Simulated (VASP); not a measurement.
Crystal: KF (Carobbiite).

```xyz
2
Lattice="0.0000 2.6719 2.6719 2.6719 0.0000 2.6719 2.6719 2.6719 0.0000" Properties=species:S:1:pos:R:3 pbc="T T T"
K     0.0000    0.0000    0.0000
F     2.6719    2.6719    2.6719
```

Base run:

```yaml
Program: VASP 6.6.1
Functional: r2SCAN
Potentials_or_basis: VASP PAW PBE potentials, release 64 (K_sv, F)
Cutoff: 520 eV
k_mesh: 10 × 10 × 10
Occupations: gaussian, width 0.02 eV
Spin: no spin polarisation
```

Its results: band gap on the k mesh 6.83 eV, direct.

The run is repeated on the same cell with these changes: functional from r2SCAN to PBEsol. What comes out?

Band gap on the k mesh 6.03 eV, direct.

r2SCAN gives the wider gap, since meta-GGAs in the generalised Kohn-Sham scheme recover part of the derivative discontinuity.

Not every run made on this cell is shown here.
